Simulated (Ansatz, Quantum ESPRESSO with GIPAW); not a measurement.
# Reading a 13C spectrum of K2CO3

A crystal of composition K2CO3 (one database entry, not always the ambient form) has the 13C spectrum and parameters below, calculated by GIPAW (PBEsol; shifts against TMS, scatter of the reference line 0.8 ppm; spans on the shift scale).

Simulated spectrum, 13C MAS at 30 kHz, 18.8 T (201.3 MHz), lines broadened by 0.8 ppm; rigid lattice, with dipolar and J couplings left out: a single narrow line at 169.6 ppm.

```csv
line,δ_iso (ppm),relative area,span (ppm),skew
A,169.6,1,65.7,1.00
```

**Question.** What do these values say of the surroundings and site symmetry of C?

A: skew ±1 point to an axis of order three or more.  The structure behind these values (space group P6_3/mmc; other structures could give like values):

| line | surroundings | neighbours | bonds (Å) | site symmetry |
| --- | --- | --- | --- | --- |
| A | CO3 | 3 | 1.298 | -6m2 |

[Banner, clock, file and message-heading lines were taken out of the pw.x and gipaw.x logs.]

[Logs are printed without paths, hosts, clocks, repeated set-up lines and the standing remarks that a program may print on its own settings, such as how far it seeks lower states.]

[Hosts, paths, dates, database ids (printed as entryN), source tags and the programs' standing remarks are cut or masked in the printed files.]
